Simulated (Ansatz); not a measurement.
**Co in Ansatz: the effect of functional**

Co:

```
Co
1.0
    -1.41457    1.39291    1.39216
     1.44298   -1.37513    1.40278
     1.41127    1.37182   -1.37438
Co
1
Direct
  0.00000 0.00000 0.00000
```

This isn't the form of Co at room conditions, which is hcp.

The cell isn't the ideal one: cell sheared at random, sigma 0.01, atoms nudged by 0.01 Å.

Alike in all runs:

| Item | Value |
| --- | --- |
| Program | Ansatz 0.2.0 |
| Task | projected density of states |
| Potentials or basis | Ansatz PAW |
| k mesh | 8 × 7 × 8 |
| Occupations | fermi-dirac, width 0.05 eV |
| Spin | collinear spin, ferromagnetic start |
| Starting moments | [2.0] μB |

```tsv
functional	cutoff	pressure (GPa)	moment (μB)
LDA	420 eV (not typed: the program's choice for these potentials)	?	?
PBEsol	420 eV (not typed: the program's choice for these potentials)	-7.5	1.81
r2SCAN	500 eV (not typed: the program's choice for these potentials)	-1.9	1.90
HSE06	420 eV (not typed: the program's choice for these potentials)	9.3	1.98
PBE0	420 eV (not typed: the program's choice for these potentials)	9.2	2.05
r2SCAN0	500 eV (not typed: the program's choice for these potentials)	10.3	2.14
```

Q: What does the run with functional LDA give?

A: Pressure -15.8 GPa; moment 1.76 μB.

Caveats: all runs use coarse meshes; the PAW data sets come from PBE, with cores solved anew for the run's functional, which leaves a small shift of forces and pressure; the density of states is complete only up to the lowest level of the last band computed; the magnetic or orbital state may not be the lowest (some runs); the thresholds are loose for stress (some runs).
